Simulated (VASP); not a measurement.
Crystal: BaTiO3.

```
Ba Ti O
1.0
     3.98322    0.00000    0.00000
     0.00000    3.98322    0.00000
     0.00000    0.00000    3.98322
Ba Ti O
1 1 3
Cartesian
  0.0000 0.0000 0.0000
  1.9916 1.9916 1.9916
  1.9916 1.9916 0.0000
  0.0000 1.9916 1.9916
  1.9916 0.0000 1.9916
```

Base run:

```yaml
Program: VASP 6.6.1
Functional: r2SCAN
Potentials_or_basis: VASP PAW PBE potentials, release 64 (Ba_sv, Ti_sv, O)
Cutoff: 520 eV
k_mesh: 8 × 8 × 8
Occupations: gaussian, width 0.02 eV
Spin: no spin polarisation
```

Its results: band gap on the k mesh 2.17 eV, indirect (least direct gap 2.31 eV); pressure 3.6 GPa.

Problem. The run is repeated on the same cell with these changes: functional from r2SCAN to PBEsol. What comes out?

Solution. Band gap on the k mesh 1.73 eV, indirect (least direct gap 1.86 eV); pressure 0.2 GPa.

r2SCAN gives the wider gap, since meta-GGAs in the generalised Kohn-Sham scheme recover part of the derivative discontinuity.

Caveats: the PAW data sets were made with another functional, which shifts forces and pressure a little; spin-orbit coupling is left out, which moves the levels of the heavy elements.

Not every run made on this cell is shown here.
